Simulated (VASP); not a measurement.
Calculation: PBEsol GGA, VASP's PBE PAW potentials (set 64) (plane waves; VASP 6.6.1).

Input for VASP

### POSCAR
```
CsBr
1
    4.2071388145     0.0000000000     0.0000000000
    0.0000000000     4.2071388145     0.0000000000
    0.0000000000     0.0000000000     4.2071388145
Cs Br
1 1
Direct
  0.0000000000   0.0000000000   0.0000000000
  0.5000000000   0.5000000000   0.5000000000
```

File KPOINTS:
```
kpoints
0
gamma
  6 6 6
```

**INCAR**
```
! general
SYSTEM  = CsBr
PREC    = Accurate
ENCUT   = 520
LREAL   = .False.
LASPH   = .True.

! electronic loop
EDIFF   = 1E-7
NELM    = 100
ALGO    = Normal
LMAXMIX = 4

! smearing
ISMEAR  = 0
SIGMA   = 0.05

! functional
GGA     = PS

! ions
ISIF    = 2

! output
LWAVE   = .False.
LCHARG  = .False.
```

POTCAR, in this order: Cs_sv Br (PBE.64 set). Program: vasp_std.

Output of the run:

### OSZICAR
```
       N       E                     dE             d eps       ncg     rms          rms(c)
DAV:   1     0.989390287358E+02    0.98939E+02   -0.67384E+03   480   0.114E+03
DAV:   2     0.823537667693E+00   -0.98115E+02   -0.91751E+02   712   0.185E+02
DAV:   3    -0.650286252162E+01   -0.73264E+01   -0.72944E+01   588   0.579E+01
DAV:   4    -0.657828283189E+01   -0.75420E-01   -0.75388E-01   572   0.692E+00
DAV:   5    -0.657888309842E+01   -0.60027E-03   -0.60020E-03   592   0.619E-01    0.172E+00
DAV:   6    -0.637706198829E+01    0.20182E+00   -0.30589E-01   520   0.296E+00    0.982E-01
DAV:   7    -0.634291380807E+01    0.34148E-01   -0.15101E-01   604   0.208E+00    0.506E-01
DAV:   8    -0.634368578340E+01   -0.77198E-03   -0.91545E-03   552   0.671E-01    0.807E-02
DAV:   9    -0.634385396066E+01   -0.16818E-03   -0.13299E-03   612   0.237E-01    0.611E-02
DAV:  10    -0.634388819433E+01   -0.34234E-04   -0.80095E-05   536   0.719E-02    0.161E-02
DAV:  11    -0.634389293407E+01   -0.47397E-05   -0.30752E-05   568   0.351E-02    0.457E-03
DAV:  12    -0.634389242474E+01    0.50933E-06   -0.47589E-06   576   0.144E-02    0.105E-03
DAV:  13    -0.634389245247E+01   -0.27725E-07   -0.15250E-07   472   0.313E-03
   1 F= -.63438925E+01 E0= -.63438925E+01  d E =-.343964E-13
```

**OUTCAR**
```
------------------------ aborting loop because EDIFF is reached ----------------------------------------
  FORCE on cell =-STRESS in cart. coord.  units (eV):
  Direction    XX          YY          ZZ          XY          YZ          ZX
  --------------------------------------------------------------------------------------
  Total        0.2290607      0.2290607      0.2290607      0.0000000     -0.0000000      0.0000000
  in kB        4.9283395      4.9283395      4.9283395      0.0000000     -0.0000000      0.0000000
  external PRESSURE =       4.9283395 kB  Pullay stress =       0.0000000 kB
  volume of cell :       74.47
      direct lattice vectors                 reciprocal lattice vectors
     4.207138815  0.000000000  0.000000000     0.237691230  0.000000000  0.000000000
     0.000000000  4.207138815  0.000000000     0.000000000  0.237691230  0.000000000
     0.000000000  0.000000000  4.207138815     0.000000000  0.000000000  0.237691230
 POSITION                                       TOTAL-FORCE (eV/Angst)
 -----------------------------------------------------------------------------------
      0.00000      0.00000      0.00000         0.000000      0.000000      0.000000
      2.10357      2.10357      2.10357         0.000000      0.000000      0.000000
 -----------------------------------------------------------------------------------
    total drift:                                0.000000      0.000000     -0.000000
  FREE ENERGIE OF THE ION-ELECTRON SYSTEM (eV)
  ---------------------------------------------------
  free  energy   TOTEN  =        -6.3438924525 eV

  energy  without entropy=       -6.3438924525  energy(sigma->0) =       -6.34389245
```
(Selected blocks of OUTCAR.)

The compound is CsBr in the CsCl type structure. This cell is one point of a volume scan, at 0.97 of the reference volume.
